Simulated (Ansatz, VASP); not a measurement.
**Pb in VASP and in Ansatz**

```
Pb
1.0
     3.20075    0.00000    0.00000
     0.00000    3.20075    0.00000
     0.00000    0.00000    3.20075
Pb
1
Cartesian
  0.0000 0.0000 0.0000
```

Change from the starting cell: volume scaled by 0.95.

Alike in both runs: task single point; functional PBE; k mesh 11 × 11 × 11; occupations fermi-dirac, width 0.08 eV; no spin polarisation.

|  | VASP | Ansatz |
| --- | --- | --- |
| version | VASP 6.6.1 | Ansatz 0.2.0 |
| potentials or method | VASP PAW PBE potentials, release 64 (Pb_d), cutoff 520 eV | all-electron LAPW, scalar-relativistic |

|  | VASP | Ansatz | Ansatz less VASP |
| --- | --- | --- | --- |
| pressure (GPa) | 2.0 | 2.0 | +0.06 |

Ansatz ran all-electron here, so the differences hold the error of VASP's frozen core and of both bases.

Spin-orbit coupling is left out, which matters for the levels of Pb.
